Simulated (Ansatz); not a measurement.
## rocksalt-structured GdN: a workflow

**What was measured.** A cell as deposited of cubic GdN (space group Fm-3m), temperature not stated, from the Crystallography Open Database (1963), has a = 4.999 Å and 15.62 Å³/atom.

Level of theory: DFT, PBE, scalar-relativistic, collinear spin; plane waves to 420 eV with PAW datasets (Ansatz 0.2.0), Γ-centred 12×12×12 mesh, 0.05 eV Gaussian smearing. The datasets are Ansatz's generated set soft_2.

The start was a prototype's sites filled with these elements; the Crystallography Open Database holds the compound in this structure.

Starting cell, 1 % over the database's volume:

```yaml
crystal:
  lattice:
    - [0.00000, 2.50780, 2.50780]
    - [2.50780, 0.00000, 2.50780]
    - [2.50780, 2.50780, 0.00000]
  atoms:
    - { symbol: Gd, position: [0.50000, 0.50000, 0.50000] }
    - { symbol: N, position: [0.00000, 0.00000, 0.00000] }
```

Starting moments (μB, in the order of the atoms): 7.0, 0.0.

The runs in order:

| run | level | k-mesh | kind | V (Å³/atom) | P (GPa) | E − E(final) (meV/atom) | gap on the mesh (eV) | largest moment (μB) |
| --- | --- | --- | --- | --- | --- | --- | --- | --- |
| 1 | PBE | 12×12×12 | fixed cell | 15.77 | -2.7 | 2.5 | metal | 6.87 |
| 2 | PBE | 12×12×12 | fixed cell | 15.49 | -0.1 | 0.0 | metal | 6.86 |

The cell is relaxed to zero pressure at this level.

The final structure (symmetry read at 0.01 Å). The structure is cubic, space group Fm-3m (No. 225). Conventional cell: a = 4.986 Å, b = 4.986 Å, c = 4.986 Å, α = 90.00°, β = 90.00°, γ = 90.00°. Gd (site symmetry m-3m) is surrounded by 6 N at 2.49 Å. N (site symmetry m-3m) has 6 Gd at 2.49 Å as nearest neighbours. (Neighbours are counted to 15 % beyond the shortest distance.)

Among 5 magnetic starts the lowest energy, to 0.5 meV/atom, came from: ferromagnetic; small parallel starting moments. The next state (antiferromagnetic, doubled cell, propagation vector (0, 1/2, 1/2)) lies 2.9 meV/atom higher. At the final geometry the gap, band path included, is zero (metallic) and the site spin moments are Gd 6.86; N -0.09 μB. The equation of state gives B0 = 147 GPa and B0′ = 4.0. Against the elements' standard states, run alike and uncorrected, the formation energy is -1.56 eV/atom. 

**What lies behind the numbers.**

Bader charges against formal ones: Gd +1.75 (+3), N −1.75 (−3). The cations give up 58 % of the formal charge; Bader charges stay under formal ones because the anions' density reaches into the cations' basins, the more so the higher the formal charge and the softer the anion.

**Against experiment.** PBE gives 4.986 Å and 15.49 Å³/atom, −0.8 % in volume (−0.3 % in length) from the database's cell. PBE more often overestimates volumes; a smaller cell is partly the thermal expansion and zero-point motion that the static lattice lacks, roughly 0.5 to 1.4 % in volume at 300 K (room temperature assumed) by Grüneisen's rule, γ·3k_BT/(B0·V0) with γ of 1 to 2.5.

Exchange splits the half-filled 4f shell away from the Fermi level; the metal comes from a small overlap of other bands, which can be the functional's gap error. These numbers lack spin–orbit coupling. The run wasn't fully tested for a lower electronic state. Site moments are of spin, integrated over atomic spheres.
